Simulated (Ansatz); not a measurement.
# Stack of 1T-TaSe2 under honeycomb BeS, shifted by two thirds of the diagonal in a perpendicular field

Wanted: the out-of-plane response of the stack of 1T-TaSe2 under honeycomb BeS, shifted by two thirds of the diagonal. A positive field points along +c.

Method: plane-wave DFT, PBE-D3(BJ), Ansatz PAW, in Ansatz 0.2.0.

## (1) Starting point

The cell holds 5 atoms: 2 Se, 1 Ta, 1 S and 1 Be. Its edges and angles: a = 3.465 Å, b = 3.465 Å, c = 44.618 Å, α = 90.0°, β = 90.0°, γ = 120.0°. Regions: layer 1: 1T-TaSe2, 3 atoms (2 Se and 1 Ta); layer 2: honeycomb BeS, 2 atoms (1 S and 1 Be). Vacuum lies along c.

## (2) Relaxing the slab

The starting cell is a guess, so the in-plane lattice and the atoms are relaxed first, with the slab cut off from its images along the normal.

Input file input.yaml:

```yaml
crystal:
  lattice:
    - [3.465, 0.0, 0.0]
    - [-1.7325, 3.0007780241, 0.0]
    - [0.0, 0.0, 44.6176871752]
  atoms:
    - { symbol: Se, position: [0.6666666667, 0.3333333333, 0.4235988281] }
    - { symbol: Ta, position: [0.0, 0.0, 0.4658207295], spin: 1.0 }
    - { symbol: Se, position: [0.3333333333, 0.6666666667, 0.5080426309] }
    - { symbol: S, position: [0.3333333333, 0.6666666667, 0.5764011719] }
    - { symbol: Be, position: [0.0, 0.0, 0.5764011719] }
  periodic: [true, true, false]
magnetization:
  spin_polarized: true
kpoints:
  mp_grid: { grid: [12, 12, 1] }
hamiltonian:
  xc: pbe
  dispersion: d3bj
scf:
  occupations: { method: fermi_dirac, width: 0.05 }
  convergence: { dr2_threshold: 1.0e-09 }
relax:
  f_tol: 0.004
  max_steps: 90
  cell: {}
output:
  write_potential: true
  write_density: true
  volumetric_format: npy
```

Command:

```bash
ansatz run input.yaml --threads 4 --pin off --max-ram 6144MiB --backend cpu --events-out ev --progress --plain --runs-dir out
```

Numbers of over 12 decimals in the logs are rounded to 6 here.

Log:

```text
Warning: relax.cell: scf.convergence.dr2_threshold = 1e-9 eV is looser than the 1.76781764534e-10 eV advised for a relaxation that steers and ends on the stress (1e-10 eV for each atom of the cell: 5, times the square of relax.cell.stress_2d_tol = 0.05 N/m over 16.8 Å (the atoms' height at the walk's start and 5 Å past either face), 2.973e-2 GPa, over a crystal's default 0.05). What an SCF threshold leaves in a stress goes as its square root, and in the free energy as the threshold itself, and one threshold admits the most on a small cell: [figures from the program's tests cut] Set scf.convergence.dr2_threshold to 1.76781764534e-10 eV or tighter. [rest of the remark cut]
Engine: ansatz 0.2.0, aarch64-unknown-linux-gnu
Pseudopotentials: kind: paw
Pseudopotential: Se, paw, valence charge 16, recommended cutoff 420 eV (normal), Se.paw.azcp
Pseudopotential: Ta, paw, valence charge 13, recommended cutoff 420 eV (normal), Ta.paw.azcp
Pseudopotential: S, paw, valence charge 6, recommended cutoff 420 eV (normal), S.paw.azcp
Pseudopotential: Be, paw, valence charge 2, recommended cutoff 420 eV (normal), Be.paw.azcp
Functional definition: PBE
  parameter kappa = 0.804
  parameter beta = 0.066725
  exchange = pbe_x(kappa = kappa, mu = beta*pi^2/3)
  correlation = pbe_c(beta = beta)
Crystal: 5 atoms, lattice volume = 463.921 Å³
Basis set: ecut = 420 eV, 9011 PW (Γ), exchange–correlation on 48×48×600 points (8 copies of the dense FFT grid, shifted against one another)
Bands: 33, of which v1, the nominal top of the filled ones, is band 27 counted from 1 (26 counted from 0)
Symmetry: 6 space group operations
Space group: P3m1 (ITA 156), of the structure as read, at distance tolerance 7.7e-5 Å
Magnetic group: BNS 156.49 (UNI 1279), of the structure as read, at distance tolerance 7.7e-5 Å
k-points: 19 of 144 (time reversal used)
Non-local potential: Se, projectors of the file, l = 0: 2, l = 1: 2, l = 2: 3, l = 3: 1
Non-local potential: Ta, projectors of the file, l = 0: 3, l = 1: 2, l = 2: 2, l = 3: 1
Non-local potential: S, projectors of the file, l = 0: 2, l = 1: 2, l = 2: 2
Non-local potential: Be, projectors of the file, l = 0: 2, l = 1: 2, l = 2: 1
PAW form: soft (Blöchl's): semilocal exchange-correlation on the pseudo side does not see the compensation charge
PAW one-centre angular grid: Se, 590 points (default); XC on 64 Gauss nodes
PAW one-centre angular grid: Ta, 590 points (default); XC on 64 Gauss nodes
PAW one-centre angular grid: S, 110 points (default); XC on 64 Gauss nodes
PAW one-centre angular grid: Be, 110 points (default); XC on 64 Gauss nodes
Initial density: superposition of atomic densities (neutral atoms: chi_scale 0, normalization atom)
Starting moments: Σ|m| = 1 μB on 1 of 5 sites
Initial wavefunctions: pseudopotential atomic-orbital guess
Functional: x = pbe(κ = 0.804, μ = 0.219515), c = pbe(β = 0.066725)
SCF iter   1: F=—  HF=-21870.484013 eV  |F-HF|=—  |Δ(HF+E_count)|=         —  Δρ=1.05e-2 (↑1.05e-2 ↓8.91e-3)  dr2=2.22e0  dr2_m=3.71e-2  M=0.461 μB ∫|m|=0.662 μB  β_m=0.30  ethr=3.10e-3  ⟨swp⟩=18.8  Hψ=9159  notcnv=0  defer=1
Mixer restart at iter 1: flushing history
preconditioner: auto → Resta (q_TF=auto, 1.900 Å⁻¹)  ε∞=2.0  [insulator: Δε(μ)=0.122 eV  Ē_g=8.777 eV  σ=0.050 eV  W_gap=0.53  n_scr=26 (ndim 8)  ℏωp=8.6 eV  f_vac=0.752  D(μ)=1.21/eV (n_scr^D=8)  ε∞_Penn≈2.0  vacuum switching on, ρ_ref=5.6e-3 e/Å³]
spin=Collinear: Resta preconditioning applied to the charge; magnetization (m = ρ↑ − ρ↓) channel mixes plain (no charge-response kernel on spin).
SCF iter   2: F=—  HF=-21870.055806 eV  |F-HF|=—  |Δ(HF+E_count)|=   4.28e-1  Δρ=6.53e-3 (↑6.53e-3 ↓5.90e-3)  dr2=7.94e-1  dr2_m=1.98e-2  M=0.435 μB ∫|m|=0.621 μB  β_m=0.48  ethr=3.10e-3  ⟨swp⟩=3.2  Hψ=2135  notcnv=0  defer=43
preconditioner: auto → LDOS  [metal: Δε(μ)=0.104 eV  Ē_g=8.591 eV  σ=0.050 eV  W_gap=0.45  n_scr=26 (ndim 8)  ℏωp=8.6 eV  f_vac=0.753  D(μ)=1.27/eV (n_scr^D=8)]
spin=Collinear: LDOS preconditioning applied to the charge; magnetization (m = ρ↑ − ρ↓) channel mixes plain (no charge-response kernel on spin).
SCF iter   3: F=—  HF=-21869.900971 eV  |F-HF|=—  |Δ(HF+E_count)|=   1.55e-1  Δρ=2.23e-3 (↑2.23e-3 ↓2.10e-3)  dr2=4.65e-2  dr2_m=5.67e-3  M=0.371 μB ∫|m|=0.507 μB  β_m=0.56  ethr=1.50e-3  ⟨swp⟩=3.5  Hψ=2371  notcnv=0  defer=43
SCF iter   4: F=—  HF=-21869.945586 eV  |F-HF|=—  |Δ(HF+E_count)|=         —  Δρ=1.77e-3 (↑1.77e-3 ↓1.58e-3)  dr2=6.07e-3  dr2_m=1.08e-2  M=0.196 μB ∫|m|=0.274 μB  β_m=0.56  ethr=8.77e-5  ⟨swp⟩=3.9  Hψ=2822  notcnv=0  defer=42
SCF iter   5: F=—  HF=-21869.947133 eV  |F-HF|=—  |Δ(HF+E_count)|=   1.55e-3  Δρ=9.83e-4 (↑9.83e-4 ↓9.45e-4)  dr2=6.14e-4  dr2_m=3.83e-3  M=0.152 μB ∫|m|=0.207 μB  β_m=0.78  ethr=1.14e-5  ⟨swp⟩=3.1  Hψ=2332  notcnv=0  defer=42
SCF iter   6: F=—  HF=-21869.949722 eV  |F-HF|=—  |Δ(HF+E_count)|=   2.59e-3  Δρ=3.56e-4 (↑2.94e-4 ↓3.56e-4)  dr2=9.58e-4  dr2_m=3.89e-4  M=0.072 μB ∫|m|=0.092 μB  β_m=0.72  ethr=1.16e-6  ⟨swp⟩=3.4  Hψ=2932  notcnv=0  defer=41
SCF iter   7: F=—  HF=-21869.949859 eV  |F-HF|=—  |Δ(HF+E_count)|=   1.37e-4  Δρ=1.87e-4 (↑1.73e-4 ↓1.87e-4)  dr2=6.48e-5  dr2_m=1.31e-4  M=0.047 μB ∫|m|=0.058 μB  β_m=0.83  ethr=1.16e-6  ⟨swp⟩=3.0  Hψ=2250  notcnv=0  defer=41
SCF iter   8: F=—  HF=-21869.950109 eV  |F-HF|=—  |Δ(HF+E_count)|=   2.50e-4  Δρ=5.92e-5 (↑5.92e-5 ↓5.47e-5)  dr2=1.56e-5  dr2_m=1.18e-5  M=0.014 μB ∫|m|=0.016 μB  β_m=0.88  ethr=1.22e-7  ⟨swp⟩=3.4  Hψ=2776  notcnv=0  defer=41
SCF iter   9: F=—  HF=-21869.950093 eV  |F-HF|=—  |Δ(HF+E_count)|=   1.66e-5  Δρ=1.84e-5 (↑1.75e-5 ↓1.84e-5)  dr2=2.93e-6  dr2_m=9.36e-7  M=0.003 μB ∫|m|=0.003 μB  β_m=0.82  ethr=2.94e-8  ⟨swp⟩=3.2  Hψ=2782  notcnv=0  defer=41
SCF iter  10: F=—  HF=-21869.950094 eV  |F-HF|=—  |Δ(HF+E_count)|=   1.14e-6  Δρ=6.47e-6 (↑5.26e-6 ↓6.47e-6)  dr2=2.75e-7  dr2_m=1.16e-7  M=0.000 μB ∫|m|=0.001 μB  β_m=0.84  ethr=5.53e-9  ⟨swp⟩=3.3  Hψ=2793  notcnv=0  defer=41
SCF iter  11: F=—  HF=-21869.950094 eV  |F-HF|=—  |Δ(HF+E_count)|=   3.98e-7  Δρ=1.82e-6 (↑1.82e-6 ↓1.66e-6)  dr2=3.34e-8  dr2_m=7.60e-9  M=0.000 μB ∫|m|=0.000 μB  β_m=0.81  ethr=5.18e-10  ⟨swp⟩=3.5  Hψ=2898  notcnv=0  defer=41
SCF iter  12: F=—  HF=-21869.950094 eV  |F-HF|=—  |Δ(HF+E_count)|=   5.13e-8  Δρ=6.32e-7 (↑6.32e-7 ↓4.56e-7)  dr2=2.15e-9  dr2_m=9.59e-10  M=0.000 μB ∫|m|=0.000 μB  β_m=0.82  ethr=6.31e-11  ⟨swp⟩=3.1  Hψ=2312  notcnv=0  defer=41
[...]
relax step   5: F+E_penalty+E_count = -21870.69575806 eV  Δ(F+E_penalty+E_count) = -4.787e-4 eV  max|allowed force component| = 3.658e-2 eV/Å  Δτ_max = 0.0321 Å  P = -0.032 N/m  Ω = 458.346 Å³  energy of the carried Pulay correction = +1.308e-4 eV  fix = [c, alpha, beta]  reactions: c -0.000 N/m  (9 SCF iters, accepted)
[...]
relax step   6: F+E_penalty+E_count = -21870.69581875 eV  Δ(F+E_penalty+E_count) = -6.069e-5 eV  max|allowed force component| = 2.691e-2 eV/Å  Δτ_max = 0.0057 Å  P = -0.006 N/m  Ω = 458.317 Å³  energy of the carried Pulay correction = +1.315e-4 eV  fix = [c, alpha, beta]  reactions: c -0.000 N/m  (8 SCF iters, accepted)
[...]
relax step   7: F+E_penalty+E_count = -21870.69587027 eV  Δ(F+E_penalty+E_count) = -5.152e-5 eV  max|allowed force component| = 1.019e-2 eV/Å  Δτ_max = 0.0028 Å  P = +0.000 N/m  Ω = 458.294 Å³  energy of the carried Pulay correction = +1.321e-4 eV  fix = [c, alpha, beta]  reactions: c +0.000 N/m  (6 SCF iters, accepted)
[...]
relax step   8: F+E_penalty+E_count = -21870.69587973 eV  Δ(F+E_penalty+E_count) = -9.462e-6 eV  max|allowed force component| = 2.502e-4 eV/Å  Δτ_max = 0.0021 Å  P = +0.001 N/m  Ω = 458.296 Å³  energy of the carried Pulay correction = +1.320e-4 eV  fix = [c, alpha, beta]  reactions: c +0.000 N/m  (6 SCF iters, accepted)
Initial wavefunctions: pseudopotential atomic-orbital guess (no wavefunctions were taken with the density)
iter 1 solved again at ethr=8.29e-7 eV; its pass at ethr=3.10e-3 eV (dr2=4.40e-4 eV) is discarded
SCF iter   1: F=—  HF=-21870.695849 eV  |F-HF|=—  |Δ(HF+E_count)|=         —  Δρ=2.87e-6 (↑2.87e-6 ↓2.87e-6)  dr2=3.82e-8  dr2_m=1.44e-13  M=0.000 μB ∫|m|=0.000 μB  β_m=0.65  ethr=8.29e-7  ⟨swp⟩=5.2  Hψ=13626  notcnv=0
eigensolver tolerance schedule: the retry pair's looser diagonalisation over-reported the residual by 11506.16 of it (diagonalisation noise at an unbounded share of the residual, at the tolerance the schedule requests for it); recorded, not acted on — ethr = c·dr2/N_el stays at c = 1.0e-1
spin=Collinear: LDOS preconditioning applied to the charge; magnetization (m = ρ↑ − ρ↓) channel mixes plain (no charge-response kernel on spin).
SCF iter   2: F=—  HF=-21870.695724 eV  |F-HF|=—  |Δ(HF+E_count)|=   1.25e-4  Δρ=1.28e-6 (↑1.28e-6 ↓1.28e-6)  dr2=2.77e-8  dr2_m=2.73e-14  M=0.000 μB ∫|m|=0.000 μB  β_m=0.46  ethr=7.21e-11  ⟨swp⟩=6.0  Hψ=4624  notcnv=0
SCF iter   3: F=—  HF=-21870.695724 eV  |F-HF|=—  |Δ(HF+E_count)|=   3.94e-9  Δρ=8.14e-7 (↑8.14e-7 ↓8.14e-7)  dr2=3.24e-9  dr2_m=1.51e-14  M=0.000 μB ∫|m|=0.000 μB  β_m=0.66  ethr=5.22e-11  ⟨swp⟩=2.5  Hψ=1760  notcnv=0
SCF iter   4: F=-21870.695724 eV  HF=-21870.695724 eV  |F-HF|=1.87e-9  |Δ(HF+E_count)|=   2.02e-9  Δρ=1.19e-7 (↑1.19e-7 ↓1.19e-7)  dr2=5.12e-10  dr2_m=1.12e-15  M=0.000 μB ∫|m|=0.000 μB  ethr=1.89e-12  ⟨swp⟩=13.9  Hψ=10685  notcnv=0
the starting moments were not kept: the SCF closed with an absolute magnetisation of 1.3e-7 μB, where they sum to 1 μB in size (1 site). That is at most 0.1 of that sum. Measured as dr2_m measures the in/out step, that magnetisation stands 1.9e-15 eV from none, at or under the dr2_threshold of 1.0e-9 eV: it is no larger than a step whose dr2_m would equal this threshold.
SCF 9 converged in 4 iterations: F = -21870.695724 eV  dr2 = 5.12e-10
relax step   9: F+E_penalty+E_count = -21870.69572377 eV  Δ(F+E_penalty+E_count) = +1.560e-4 eV  max|allowed force component| = 2.220e-4 eV/Å  Δτ_max = 0.0000 Å  P = +0.003 N/m  Ω = 458.296 Å³  fix = [c, alpha, beta]  reactions: c +0.000 N/m  stress off target by 2.66e-3 N/m on what of the cell is left free  SCF on the basis re-selected at this cell (its energy is not comparable with the rows above)  (4 SCF iters)
basis re-selected at this cell: Δ(F+E_penalty+E_count) = +1.560e-4 eV, ΔP = +0.002 N/m vs the last step (what re-selecting the basis moved, of the pressure what is left beyond the Pulay correction that the steps carried, after the strain that the cell walked since its last selection, with what the two solves' SCF thresholds leave and, on support functions, any second-order correction that the steps lacked; it is no m [...]
WARN: The input density's exchange-correlation potential varies sharply where the density is thin. Do not read a vacuum level from v_tot or v_xc, or from such a field of the output density. On a cell that repeats whose density bears no net charge and no dipole along the vacuum's axis use v_es (v_loc + v_h of the components); under efield.dipole_correction with no amplitude use v_es + v_field, which holds any external [...]
SCF converged after 4 iterations
Magnetization: 0.0000 μB (26.5000 up, 26.5000 down)
Absolute magnetization: 0.0000 μB (∫|ρ↑−ρ↓|, with the PAW one-centre terms)
Spin contamination: 0.0000 ħ² per cell (⟨S²⟩ above its minimum at these occupations)
Per-site moments (μB) at R_I (Å): [(-3.290455262617829e-9, 1.071176), (5.81977892862554e-8, 1.070333), (-9.980872442375564e-9, 1.070333), (9.81787257818564e-11, 0.820266), (-7.128629420057937e-11, 0.820266)]
Free energy (F): -21870.695724 eV
Harris-Foulkes:  -21870.695724 eV  (|F-HF|=1.87e-9)
Internal energy: -21870.681483 eV  (E = F + TS)
E sigma→0 (E₀):  -21870.688603 eV
Entropy (-TS):   -0.014241 eV (-2.848 meV/atom)
Fermi energy:    -4.556400 eV
--- Per-component energies (eV) ---
  E_band       = -1695.923005
  E_kinetic    = 730.943021
  E_local      = -216583.311328  (includes V_loc(G=0)·N_el)
  E_nonlocal   = -1144.202817
  E_hartree    = 107745.504838
  E_xc         = -544.129968
  E_vxc        = -509.017248  (∫ρ·V_xc dr)
  E_paw        = -12879.048253  (= ΣΔE_a)
  E_vpaw       = 318.658002  (= ΣTr[D̂ρ^β])
  E_aug_tail   = -0.000999  (compensation charges beyond the density's cutoff)
  E_ewald      = 100804.957273
  E_disp       = -1.393249  (pairwise vdW)
  E_smearing   = -0.014241  (= −TS)
  E_closure    = 0.000000  (closes the sum)
  Σ components = -21870.695724   (vs F -21870.695724, Δ=0.00e0)
--- Forces (eV/Å), atoms counted from 1 ---
  atom   1  Se    -0.00000000     0.00000000    -0.00004816
  atom   2  Ta    -0.00000000    -0.00000000     0.00021914
  atom   3  Se     0.00000000     0.00000000    -0.00019333
  atom   4  S      0.00000000     0.00000000    -0.00005533
  atom   5  Be     0.00000000     0.00000000     0.00006350
  max |Σ_I F_I| component: 1.42e-5 eV/Å
--- 2D stress c σ (N/m, compression-positive) ---
        0.002659      -0.000000       0.000000
       -0.000000       0.002659       0.000000
        0.000000       0.000000       0.000000
  P = ½ c Tr σ = 0.0027 N/m
--- Band table (eV; the first three rows and the last of 38) ---
  k-point 0 ↑: bands = [... 23 lower, -7.0033, -4.5554, -4.5554, -4.4900, -4.3133, -4.3133, -1.2118, -0.5755, ... 2 higher]
  k-point 1 ↑: bands = [... 23 lower, -6.6768, -5.5980, -5.1318, -4.4863, -3.8314, -3.7454, -1.1415, -0.9356, ... 2 higher]
  k-point 2 ↑: bands = [... 23 lower, -7.0347, -6.3958, -5.6869, -4.7031, -3.4802, -3.2128, -1.5642, -0.7351, ... 2 higher]
  k-point 18 ↓: bands = [... 23 lower, -7.9776, -7.9416, -6.4939, -3.1254, -3.0942, -3.0393, -2.0340, -0.5763, ... 2 higher]
  the weakly bound empty levels are not read free of the cell's end (no_gap_told)
--- Relaxed structure (8 steps of the walk, 8 accepted, 1 SCFs on fresh bases) ---
  F+E_penalty+E_count = -21870.69572377 eV   max|allowed force component| = 2.220e-4 eV/Å   (the final SCF, on the basis selected at the relaxed cell)
  cell:  # Å, volume = 458.2958 Å³
    - [3.443928, 0, 0]
    - [-1.721964, 2.982529, 0]
    - [0, 0, 44.6176871752]
  atoms:
    - { symbol: Se, position: [0.666667, 0.333333, 0.424709] }
    - { symbol: Ta, position: [-1.480297366145333e-17, -2.368475786026403e-17, 0.462144] }
    - { symbol: Se, position: [0.333333, 0.666667, 0.499507] }
    - { symbol: S, position: [0.333333, 0.666667, 0.582245] }
    - { symbol: Be, position: [-1.4802973661453355e-17, -2.3684757860264083e-17, 0.581660] }
```

Wall time 2.1 min (4 threads of Arm Neoverse V2, shared host); peak memory 1.1 GiB.

Step by step:

```
step  energy less that of the first step (eV)  largest force component (eV/Å)  volume (Å³)
   1                                   0.0000                          2.9832       463.92
   2                                  -0.6750                          0.7140       460.42
   3                                  -0.7442                          0.1323       459.22
   4                                  -0.7452                          0.0930       458.69
   5                                  -0.7457                          0.0366       458.35
   6                                  -0.7457                          0.0269       458.32
   7                                  -0.7458                          0.0102       458.29
   8                                  -0.7458                          0.0003       458.30
  9*                                  -0.7456                          0.0002       458.30
```

Relaxation steps marked * repeat the geometry before them on a plane-wave basis chosen anew for their cell, so energy and pressure can jump there.

Forces are held to the 6 operations that the run works with; a distortion that breaks them can't arise in this run.

```
cell as run  before  after  change
      a (Å)   3.465  3.444  -0.6 %
      b (Å)   3.465  3.444  -0.6 %
```

The atoms that moved most (Å, along periodic axes as changes of fractional coordinates times the final cell, across vacuum about the mean position):

```
atom     dx     dy      dz  length
 Se3  0.000  0.000  -0.381   0.381
  S4  0.000  0.000   0.261   0.261
 Be5  0.000  0.000   0.235   0.235
 Ta2  0.000  0.000  -0.164   0.164
 Se1  0.000  0.000   0.050   0.050
```

The relaxed structure:

```xyz
5
Lattice="3.4439 0.0000 0.0000 -1.7220 2.9825 0.0000 0.0000 0.0000 44.6177" Properties=species:S:1:pos:R:3
Se    1.7220    0.9942   18.9495
Ta    0.0000    0.0000   20.6198
Se    0.0000    1.9884   22.2869
S     0.0000    1.9884   25.9784
Be    0.0000    0.0000   25.9523
```

This step gave:

| Quantity | Value |
| --- | --- |
| energy at zero smearing | -21870.6886 eV |

The lattice constant a goes from 3.465 to 3.444 Å.

(Part 1 of 3 ends here.)

[Logs are printed without paths, hosts, clocks, repeated set-up lines and the standing remarks that a program may print on its own settings, such as how far it seeks lower states.]

[Hosts, paths, dates, database ids (printed as entryN), source tags and the programs' standing remarks are cut or masked in the printed files.]

[Maps of the electrostatic potential energy from Ansatz leave out the sawtooth potential of an applied field or a dipole correction, so their vacuum need not be flat; planar profiles and work functions include it.]
